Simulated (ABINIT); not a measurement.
Runs of ABINIT 10.8.3 (patched build) on Hf. Symmetry: Pm-3m, No. 221, cubic system. Conventional cell: a = 2.914 Å, b = 2.914 Å, c = 2.914 Å, α = 90.00°, β = 90.00°, γ = 90.00°. Around Hf (site symmetry m-3m) lie 6 Hf at 2.91 Å. The cell was built by a generator and needn't be a form met in nature.

```csv
level,cutoff (eV),fine-grid cutoff,gap on the mesh (eV),pressure (GPa)
PBE,626,1224.51 eV,none,-0.2
r2SCAN,626,1224.51 eV,none,-
LDA,626,1224.51 eV,none,(a)
revPBE,626,1224.51 eV,none,1.4
RPBE,626,1224.51 eV,none,2.1
AM05,626,1224.51 eV,none,-4.0
BLYP,626,1224.51 eV,none,(b)
WC,626,1224.51 eV,none,-3.7
PW91,626,1224.51 eV,none,-0.6
SCAN,626,1224.51 eV,none,-
PBEsol,626,1224.51 eV,none,-3.9
PBE,517,1034.03 eV,none,(c)
```

Alike in all rows: task single point; potentials or basis JTH PAW PBE v2.0; no spin polarisation; cell as given; k mesh 9 × 9 × 9; smearing fermi-dirac 0.05 eV.

**Question.** Fill in the values left out.

**Answer.** (a) -7.0; (b) 2.8; (c) 0.1.

Caveats: the PAW data sets were made with another functional, which shifts forces and pressure a little (some runs).

A k mesh can miss the band edges, and the runs leave out spin-orbit coupling on Hf.

A gap of «none» marks a metal or a gap under the smearing width.

Not every run made on this cell is shown here.
